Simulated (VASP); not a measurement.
Runs of VASP 6.6.1 on Ag2O. Symmetry: Pn-3m, No. 224, cubic system. Conventional cell: a = 4.654 Å, b = 4.654 Å, c = 4.654 Å, α = 90.00°, β = 90.00°, γ = 90.00°. Ag (site symmetry -3m) has 2 O at 2.02 Å as nearest neighbours. O (site symmetry -43m) is surrounded by 4 Ag at 2.02 Å. 

```tsv
cell	gap on the mesh (eV)	pressure (GPa)
Pn-3m, 16.8 Å³/atom	0.10	9.1
Pn-3m, 16.1 Å³/atom	0.18	14.4
Pn-3m, 17.5 Å³/atom	(b)	4.8
Pn-3m, 15.4 Å³/atom	(a)	21.3
```

Alike in all rows: task single point; level PBE; potentials or basis VASP PAW PBE potentials, release 64 (Ag, O); no spin polarisation; k mesh 4 × 4 × 4; cutoff (eV) 520; smearing gaussian 0.01 eV.

Estimate the missing entries.

(a) 0.28; (b) 0.04.

Caveats: so large a pressure means that the cell lies far from this level's equilibrium, or that cutoff or potentials fall short (some runs).

A k mesh can miss the band edges, and the runs leave out spin-orbit coupling on Ag.
